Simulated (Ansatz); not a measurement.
# FeO (Fm-3m)

Computed with Ansatz (plane waves, PAW): PBE+U, U_eff = 3.0 eV (Dudarev form) on Fe d, fully localised double counting, collinear spin, scalar-relativistic, 420 eV, PAW set soft_2, 8×8×8 mesh, Gaussian smearing of 0.05 eV.

```xyz
4
Lattice="0.0000 2.1554 2.1554 2.1554 0.0000 2.1554 4.3108 4.3108 0.0000" Properties=species:S:1:pos:R:3 pbc="T T T"
Fe    0.0000    0.0000    0.0000
O     2.1554    2.1554    2.1554
Fe    2.1554    2.1554    0.0000
O     4.3108    4.3108    2.1554
```

The structure is that of a cell as deposited in COD, unrelaxed. The cell shown is twice the primitive one, so that more magnetic patterns fit.

Cell and atoms stay fixed. Atoms count from 1 in the text and from 0 in parts of the program's output.

Two runs on this cell converged from different starts. The ends of their outputs, energies left out (λ are the eigenvalues of a shell's occupation matrix):

Run A:

```
Magnetization: 0.0000 μB (22.0000 up, 22.0000 down)
Absolute magnetization: 7.3970 μB (∫|ρ↑−ρ↓|, with the PAW one-centre terms)
Per-site moments (μB) at R_I (Å): [(3.38562, 0.88910), (0.00000, 0.88910), (-3.38562, 0.88910), (0.00000, 0.88910)]
Fermi energy:    14.405668 eV
--- Forces (eV/Å), atoms counted from 1 ---
  atom   1  Fe     0.00000000     0.00000000     0.00000000
  atom   2  O     -0.21591073     0.21765152     0.00143863
  atom   3  Fe     0.00000000     0.00000000     0.00000000
  atom   4  O      0.21591073    -0.21765152    -0.00143863
--- Stress (GPa, compression-positive) ---
        9.295345      -0.085047      -1.355408
       -0.084674       9.282990      -1.344739
       -1.354638      -1.344116       7.405967
  P = ⅓ Tr σ = 8.6614 GPa (86.614 kbar)
--- Löwdin populations: 4 sites ---
  site symbol       q [e]    m [muB]
     0     Fe     14.8349     3.5979
     1      O      7.0465     0.0000
     2     Fe     14.8350    -3.5979
     3      O      7.0465     0.0000
--- Occupation matrices: 2 shells (run DFT+U table (all-electron-ortho-atomic); ε = 2.00e-2, under-converged) ---
  Fe0 d_3D up     Tr n = 4.9706  λ = 0.990 0.991 0.993 0.998 0.998
  Fe0 d_3D dn     Tr n = 1.3450  λ = 0.044 0.051 0.124 0.146 0.980
  Fe2 d_3D up     Tr n = 1.3450  λ = 0.044 0.051 0.124 0.146 0.980
  Fe2 d_3D dn     Tr n = 4.9706  λ = 0.990 0.991 0.993 0.998 0.998
```

Run B:

```
Magnetization: 0.0000 μB (22.0000 up, 22.0000 down)
Absolute magnetization: 7.3814 μB (∫|ρ↑−ρ↓|, with the PAW one-centre terms)
Per-site moments (μB) at R_I (Å): [(3.37777, 0.88910), (0.00000, 0.88910), (-3.37777, 0.88910), (0.00000, 0.88910)]
Fermi energy:    14.441854 eV
--- Forces (eV/Å), atoms counted from 1 ---
  atom   1  Fe     0.00000000     0.00000000     0.00000000
  atom   2  O     -0.00000010    -0.00000010     0.00000049
  atom   3  Fe     0.00000000     0.00000000     0.00000000
  atom   4  O      0.00000010     0.00000010    -0.00000049
--- Stress (GPa, compression-positive) ---
       15.058814      -0.253217       0.944764
       -0.253217      15.058814       0.944764
        0.944759       0.944759      -0.282374
  P = ⅓ Tr σ = 9.9451 GPa (99.451 kbar)
--- Löwdin populations: 4 sites ---
  site symbol       q [e]    m [muB]
     0     Fe     14.8355     3.6005
     1      O      7.0474     0.0000
     2     Fe     14.8355    -3.6005
     3      O      7.0474     0.0000
--- Occupation matrices: 2 shells (run DFT+U table (all-electron-ortho-atomic); ε = 2.05e-3) ---
  Fe0 d_3D up     Tr n = 4.9720  λ = 0.991 0.991 0.996 0.996 0.997
  Fe0 d_3D dn     Tr n = 1.3446  λ = 0.043 0.043 0.115 0.153 0.990
  Fe2 d_3D up     Tr n = 1.3446  λ = 0.043 0.043 0.115 0.153 0.990
  Fe2 d_3D dn     Tr n = 4.9720  λ = 0.991 0.991 0.996 0.996 0.997
```

Q: Which run lies higher in energy, by how much, and why?

A: Run B, by 27.2 meV/atom. Run B has 6 d electrons in filled orbitals, 4 of them unpaired, the high-spin filling, a gap of 1.32 eV; run A has 6 d electrons in filled orbitals, 4 of them unpaired, the high-spin filling, a gap of 1.37 eV. Run B kept 4 symmetry operations, run A 2. Flag on run B: possible saddle point. Flag on run A: occupations loosely converged. Both fill the same number of orbitals in each spin with the same magnetic order, so they differ in which orbitals are filled. With J = 0 the Hubbard energy is (U/2) Σ λ(1 − λ), a penalty on fractional natural occupations. The sums Σ λ(1 − λ) over the cell's shells are 0.75 for run A and 0.70 for run B, which at U/2 = 1.50 eV give 1.12 and 1.05 eV per cell. Of the difference of 0.11 eV per cell, the Hubbard term gives -0.07 eV and all other terms 0.18 eV, so the other terms decide the order against the Hubbard term. The other terms are taken on each state's own density, so they aren't the result of a run without U.

Every start opposed the Fe moments, so their parallel order wasn't tried.

In the lower state the fixed cell carries a pressure of 8.7 GPa and forces up to 0.31 eV/Å; relaxing would change energies and could change the order of close states.

Run B started from: random orbitals: single harmonics, high spin, moments Fe1 4.00; Fe3 -4.00 μB, occupations held for 12 iterations. Run A started from: random orbitals: random mixtures, one electron more, moments Fe1 3.00; Fe3 -3.00 μB, occupations held for 12 iterations. At this level the cell was started in 11 ways, of which 4 didn't converge; no converged run used the program's own search for lower states. Run A holds the lowest state found for this cell, which doesn't make it the ground state. U is one value of a scan, not fitted to this compound, so the states needn't resemble the real material's. The program marks an occupation table as loosely converged. Gaps are Kohn–Sham gaps over the k-mesh alone and may be smaller between its points.
